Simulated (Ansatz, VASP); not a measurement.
**Two plane-wave programs on AlN**

Contents of INCAR:

```
SYSTEM = AlN
  PREC = Accurate
  ENCUT = 520
  EDIFF = 1E-7
  ISMEAR = 0
  SIGMA = 0.05
  LREAL = .FALSE.
  LASPH = .TRUE.
  NELM = 100
  ALGO = Normal
  ISIF = 2
  LWAVE = .FALSE.
  LCHARG = .TRUE.
  GGA = PE
  LELF = .TRUE.
  LVHAR = .TRUE.
  NBANDS = 16
```

KPOINTS

```
Automatic mesh
0
G
  9 9 6
  0 0 0
```

Contents of POSCAR:

```
AlN
1.0
    3.2859774621      0.0000000000      0.0000000000
   -1.6429887310      2.8457399585      0.0000000000
    0.0000000000      0.0000000000      4.1528332427
Al N
2 2
Direct
    0.3333333333      0.6666666667      0.7652730210
    0.6666666667      0.3333333333      0.2652730210
    0.3333333333      0.6666666667      0.2205797385
    0.6666666667      0.3333333333      0.7205797385
```

Input for Ansatz:

```yaml
crystal:
  lattice:
    - [3.2859774621, 0.0, 0.0]
    - [-1.642988731, 2.8457399585, 0.0]
    - [0.0, 0.0, 4.1528332427]
  atoms:
    - { symbol: Al, position: [0.3333333333, 0.6666666667, 0.765273021] }
    - { symbol: Al, position: [0.6666666667, 0.3333333333, 0.265273021] }
    - { symbol: "N", position: [0.3333333333, 0.6666666667, 0.2205797385] }
    - { symbol: "N", position: [0.6666666667, 0.3333333333, 0.7205797385] }
basis:
  ecutwfc: 520.0
kpoints:
  mp_grid: { grid: [9, 9, 6] }
hamiltonian:
  xc: pbe
  pseudopotentials: { kind: paw, azcp: { folder: soft_1 } }
scf:
  occupations: { method: gaussian, width: 0.05 }
output:
  forces: true
  stress: true
  eigenvalues: true
```

Change from the starting cell: mode 4 frozen in at -0.123 Å, equal normal strain along x, y and z -0.0083.

Alike in both runs: task single point; functional PBE; k mesh 9 × 9 × 6; occupations gaussian, width 0.05 eV; no spin polarisation.

```csv
,VASP,Ansatz
version,VASP 6.6.1,Ansatz 0.2.0
potentials or method,"VASP PAW PBE potentials, release 64 (Al, N)","scalar-relativistic, plane waves, PAW"
plane-wave cutoff (eV),520,520
valence electrons in the cell,16,16
```

```csv
,VASP,Ansatz,Ansatz less VASP
gap on the k mesh at the Fermi level (eV),3.60,3.59,-0.010
least direct gap on the mesh (eV),3.60,3.59,-0.010
pressure (GPa),8.6,8.7,+0.18
largest component of the traceless stress (GPa),10.55,10.38,-0.163
rms of the force components (eV/Å),0.407,0.405,-0.0017
```

Atom by atom the forces differ by 0.002 eV/Å (rms over components). The functional is the same, so the differences come from potentials, cutoffs and numerics.
